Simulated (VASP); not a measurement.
# RbBr (Fm-3m) in VASP: a series of runs

One crystal, RbBr, is run at these levels: r2SCAN; tasks: single point.

Everything below comes from runs of VASP 6.6.1. Logs are shortened: lines on timing, memory, paths and dates and some standing lists are left out, and cuts for length are marked.

## Step 1: Starting point

Symmetry: Fm-3m, No. 225, cubic system. Conventional cell: a = 6.854 Å, b = 6.854 Å, c = 6.854 Å, α = 90.00°, β = 90.00°, γ = 90.00°. Rb (site symmetry m-3m) has 6 Br at 3.43 Å as nearest neighbours. Br (site symmetry m-3m) is surrounded by 6 Rb at 3.43 Å.

## Step 2: Single point, r2SCAN

INCAR

```
SYSTEM = RbBr
PREC = Accurate
ENCUT = 400
EDIFF = 1E-6
ISMEAR = 0
SIGMA = 0.05
LREAL = .FALSE.
LASPH = .TRUE.
NELM = 100
ALGO = Normal
ISIF = 2
LWAVE = .FALSE.
LCHARG = .FALSE.
METAGGA = R2SCAN
LMIXTAU = .TRUE.
ADDGRID = .FALSE.
```

KPOINTS

```
Automatic mesh
0
G
  7 7 7
  0 0 0
```

POSCAR

```
RbBr
1.0
    0.0000000000      3.4270000000      3.4270000000
    3.4270000000      0.0000000000      3.4270000000
    3.4270000000      3.4270000000      0.0000000000
Rb Br
1 1
Direct
    0.0000000000      0.0000000000      0.0000000000
    0.5000000000      0.5000000000      0.5000000000
```

Potentials or basis: VASP PAW PBE potentials, release 64 (Rb_sv, Br).

Command:

```sh
> cat potpaw_PBE.64/Rb_sv/POTCAR potpaw_PBE.64/Br/POTCAR > POTCAR
> mpirun -np 1 vasp_std > vasp.out
```

OUTCAR:

```text
SYSTEM = RbBr
   PREC = Accurate
   ENCUT = 400
   EDIFF = 1E-6
   ISMEAR = 0
   LREAL = .FALSE.
   LASPH = .TRUE.
   NELM = 100
   ISIF = 2
   METAGGA = R2SCAN

 Found     20 irreducible k-points:

 Following reciprocal coordinates:
            Coordinates               Weight
  0.000000  0.000000  0.000000      1.000000
  0.142857  0.000000  0.000000      8.000000
  0.285714  0.000000  0.000000      8.000000
  0.428571  0.000000  0.000000      8.000000
  0.142857  0.142857  0.000000      6.000000
  0.285714  0.142857  0.000000     24.000000
   k-points           NKPTS =     20   k-points in BZ     NKDIM =     20   number of bands    NBANDS=     12
   number of dos      NEDOS =    301   number of ions     NIONS =      2
   total plane-waves  NPLWV =  32768
   dimension x,y,z NGX =    32 NGY =   32 NGZ =   32
   dimension x,y,z NGXF=    64 NGYF=   64 NGZF=   64
   ions per type =               1   1
   NGX,Y,Z   is equivalent  to a cutoff of  10.98, 10.98, 10.98 a.u.
   NGXF,Y,Z  is equivalent  to a cutoff of  21.95, 21.95, 21.95 a.u.
 SYSTEM =  RbBr
   PREC   = accura    normal or accurate (medium, high low for compatibility)
   ISTART =      0    job   : 0-new  1-cont  2-samecut
   ICHARG =      2    charge: 1-file 2-atom 10-const
   ISPIN  =      1    spin polarized calculation?
   LNONCOLLINEAR =      F non collinear calculations
   LSORBIT =      F    spin-orbit coupling
   LASPH  =      T    aspherical Exc in radial PAW
   ENCUT  =  400.0 eV  29.40 Ry    5.42 a.u.   7.90  7.90  7.90*2*pi/ulx,y,z
   NELM   =    100;   NELMIN=  2; NELMDL= -5     # of ELM steps
   EDIFF  = 0.1E-05   stopping-criterion for ELM
   LREAL  =      F    real-space projection
   EDIFFG = 0.1E-04   stopping-criterion for IOM
   NSW    =      0    number of steps for IOM
   IBRION =     -1    ionic relax: 0-MD 1-quasi-New 2-CG
   NFREE  =      0    steps in history (QN), initial steepest desc. (CG)
   ISIF   =      2    stress and relaxation
   ISYM   =      2    0-nonsym 1-usesym 2-fastsym
   POTIM  = 0.5000    time-step for ionic-motion
   TEBEG  =    0.0;   TEEND  =   0.0 temperature during run
   PSTRESS=    0.0 pullay stress
   NELECT =      16.0000    total number of electrons
   NUPDOWN=      -1.0000    fix difference up-down
   EMIN   =  10.00;   EMAX   =-10.00  energy-range for DOS
   EFERMI =   0.00;   METHOD = LEGACY
   ISMEAR =     0;   SIGMA  =   0.05  broadening in eV -4-tet -1-fermi 0-gaus
   EFERMI_NEDOS =   21; number of points for ismear=-14 and -15
   IALGO  =     38    algorithm
   IMIX   =      4    mixing-type and parameters
     AMIX     =   0.40;   BMIX     =  1.00
     AMIX_MAG =   1.60;   BMIX_MAG =  1.00
  volume/ion in A,a.u.               =      40.25       271.61
  Fermi-wavevector in a.u.,A,eV,Ry     =   0.955412  1.805467 12.419564  0.912812
  Thomas-Fermi vector in A             =   2.084247
   LORBIT       =      0    0 simple, 1 ext, 2 COOP (PROOUT), +10 PAW based schemes
   METAGGA = R2SCAN    functional components
   LHFCALC =     F    Hartree Fock is set to
   AEXX    =    0.0000 exact exchange contribution
   IVDW    =     0    specifies the selected vdW correction
   LEPSILON=     F    determine dielectric tensor
   LRPA    =     F    only Hartree local field effects (RPA)
 non-spin polarized calculation
 Gauss-broadening in eV      SIGMA  =   0.05
  energy-cutoff  :      400.00
  volume of cell :       80.50
 maximum number of plane-waves:      1472
   NGX = 15   NGY = 15   NGZ = 15

 number of electron      15.9999999 magnetization

 Free energy of the ion-electron system (eV)
  ---------------------------------------------------
  ext. energy  EPLUGINS =         0.00000000
  ---------------------------------------------------
  free energy    TOTEN  =       -31.15152878 eV

  energy without entropy =      -31.15152878  energy(sigma->0) =      -31.15152878

 E-fermi :  -1.8746     XC(G=0):  -7.6317

 val. band max:       -2.1587933006   @ k =   0.0000   0.0000   0.0000
 cond. band min:       2.8109734507   @ k =   0.0000   0.0000   0.0000
 fundamental gap:      4.9697667513
 Fermi energy:        -1.8746392935

 k-point     1 :       0.0000    0.0000    0.0000
  band No.  band energies     occupation
      1     -27.3129      2.00000
      2     -14.7727      2.00000
      3     -10.8422      2.00000
      4     -10.8422      2.00000
      5     -10.8422      2.00000
      6      -2.1588      2.00000
      7      -2.1588      2.00000
      8      -2.1588      2.00000
      9       2.8110      0.00000
     10       5.7220      0.00000
     11       5.7220      0.00000
     12       5.7220      0.00000

 k-point     2 :       0.1429    0.0000    0.0000
  band No.  band energies     occupation
      1     -27.3110      2.00000
      2     -14.7807      2.00000
      3     -10.8434      2.00000
      4     -10.8434      2.00000
      5     -10.8320      2.00000
      6      -2.3829      2.00000
      7      -2.2288      2.00000
      8      -2.2287      2.00000
      9       3.2888      0.00000
     10       5.5647      0.00000
     11       5.9745      0.00000
     12       5.9745      0.00000

 k-point     3 :       0.2857    0.0000    0.0000
  band No.  band energies     occupation
      1     -27.3069      2.00000
      2     -14.7986      2.00000
      3     -10.8460      2.00000
      4     -10.8460      2.00000
      5     -10.8093      2.00000
      6      -2.8050      2.00000
      7      -2.3782      2.00000
      8      -2.3782      2.00000
      9       4.3303      0.00000
     10       5.5589      0.00000
     11       6.6941      0.00000
     12       6.6941      0.00000

 k-point     4 :       0.4286    0.0000    0.0000
  band No.  band energies     occupation
      1     -27.3036      2.00000
      2     -14.8128      2.00000
      3     -10.8481      2.00000
      4     -10.8481      2.00000
      5     -10.7911      2.00000
      6      -3.0909      2.00000
      7      -2.4912      2.00000
      8      -2.4912      2.00000
      9       5.0445      0.00000
     10       6.0083      0.00000
     11       7.7313      0.00000
     12       7.7313      0.00000

 k-point     5 :       0.1429    0.1429    0.0000
  band No.  band energies     occupation
      1     -27.3105      2.00000
      2     -14.7795      2.00000
      3     -10.8555      2.00000
      4     -10.8555      2.00000
      5     -10.8184      2.00000
      6      -2.4889      2.00000
      7      -2.2011      2.00000
      8      -2.2011      2.00000
      9       3.3876      0.00000
     10       5.1808      0.00000
     11       6.2537      0.00000
     12       6.2537      0.00000

 k-point     6 :       0.2857    0.1429    0.0000
  band No.  band energies     occupation
      1     -27.3071      2.00000
      2     -14.7854      2.00000
      3     -10.8651      2.00000
      4     -10.8616      2.00000
      5     -10.8188      2.00000
      6      -2.7436      2.00000
      7      -2.3277      2.00000
      8      -2.2902      2.00000
      9       4.1755      0.00000
     10       4.9888      0.00000
     11       6.8430      0.00000
     12       6.9760      0.00000

 [... further k-points ...]

------------------------ aborting loop because EDIFF is reached ----------------------------------------

  FORCE on cell =-STRESS in cart. coord.  units (eV):
  Direction    XX          YY          ZZ          XY          YZ          ZX
  --------------------------------------------------------------------------------------
  -------------------------------------------------------------------------------------
  Total        0.2360257      0.2360257      0.2360257      0.0000000      0.0000000     -0.0000000
  in kB        4.6978330      4.6978330      4.6978330      0.0000000      0.0000000     -0.0000000
  external PRESSURE =       4.6978330 kB  Pullay stress =       0.0000000 kB

 VOLUME and BASIS-vectors are now :
 -----------------------------------------------------------------------------
  energy-cutoff  :      400.00
  volume of cell :       80.50
      direct lattice vectors                 reciprocal lattice vectors
     0.000000000  3.427000000  3.427000000    -0.145900204  0.145900204  0.145900204
     3.427000000  0.000000000  3.427000000     0.145900204 -0.145900204  0.145900204
     3.427000000  3.427000000  0.000000000     0.145900204  0.145900204 -0.145900204

 POSITION                                       TOTAL-FORCE (eV/Angst)
 -----------------------------------------------------------------------------------
      0.00000      0.00000      0.00000        -0.000000      0.000000      0.000000
      3.42700      3.42700      3.42700         0.000000     -0.000000     -0.000000
 -----------------------------------------------------------------------------------
    total drift:                                0.000000     -0.000000     -0.000000

  FREE ENERGIE OF THE ION-ELECTRON SYSTEM (eV)
  ---------------------------------------------------
  free  energy   TOTEN  =       -31.1515287794 eV

  energy  without entropy=      -31.1515287794  energy(sigma->0) =      -31.15152878
```

Run time: 80 s. Hardware: 1 thread of AMD EPYC 7R13 (Zen 3), shared host; peak memory 0.15 GiB.

These settings aren't checked as converged: the numbers below hold their error.

What came out:

| Item | Value |
| --- | --- |
| Free energy | -31.1515 eV |
| Pressure | 0.5 GPa |
| Band gap on the k mesh | 4.97 eV, direct |

Caveat: the PAW data sets were made with another functional, which shifts forces and pressure a little; an odd mesh through Γ misses points on the zone boundary, where band edges often lie.

## Step 3: Single point, r2SCAN

Changes to INCAR since step 2:

```diff
@@ -4,3 +4,3 @@
 EDIFF = 1E-6
-ISMEAR = 0
+ISMEAR = -5
 SIGMA = 0.05
```

KPOINTS is that of step 2.

POSCAR is that of step 2.

Potentials or basis: VASP PAW PBE potentials, release 64 (Rb_sv, Br).

Command:

```sh
> cat potpaw_PBE.64/Rb_sv/POTCAR potpaw_PBE.64/Br/POTCAR > POTCAR
> mpirun -np 1 vasp_std > vasp.out
```

It took 95 s on 1 thread of AMD EPYC 7R13 (Zen 3), shared host; peak memory 0.15 GiB.

These settings aren't checked as converged: the numbers below hold their error.

Results:

```yaml
Free_energy: -31.1515 eV
Pressure: 0.5 GPa
Band_gap_on_the_k_mesh: 4.97 eV, direct
```

Caveat: the PAW data sets were made with another functional, which shifts forces and pressure a little; an odd mesh through Γ misses points on the zone boundary, where band edges often lie.

## Step 4: Single point, r2SCAN

Changes to INCAR since step 3:

```diff
@@ -2,5 +2,5 @@
 PREC = Accurate
-ENCUT = 400
+ENCUT = 900
 EDIFF = 1E-6
-ISMEAR = -5
+ISMEAR = 0
 SIGMA = 0.05
```

KPOINTS

```
Automatic mesh
0
G
  5 5 5
  0 0 0
```

POSCAR is that of step 3.

Command:

```sh
> cat potpaw_PBE.64/Rb_sv/POTCAR potpaw_PBE.64/Br/POTCAR > POTCAR
> mpirun -np 1 vasp_std > vasp.out
```

Run time: 2.7 min. Hardware: 1 thread of AMD EPYC 7R13 (Zen 3), shared host; peak memory 0.32 GiB.

The run converged, but some of its settings lie outside the range that counts as converged, so its numbers aren't taken as properties of the crystal.

What came out:

```yaml
Free_energy: -31.1534 eV
Pressure: 0.5 GPa
Band_gap_on_the_k_mesh: 4.97 eV, direct
```

Caveat: the PAW data sets were made with another functional, which shifts forces and pressure a little.
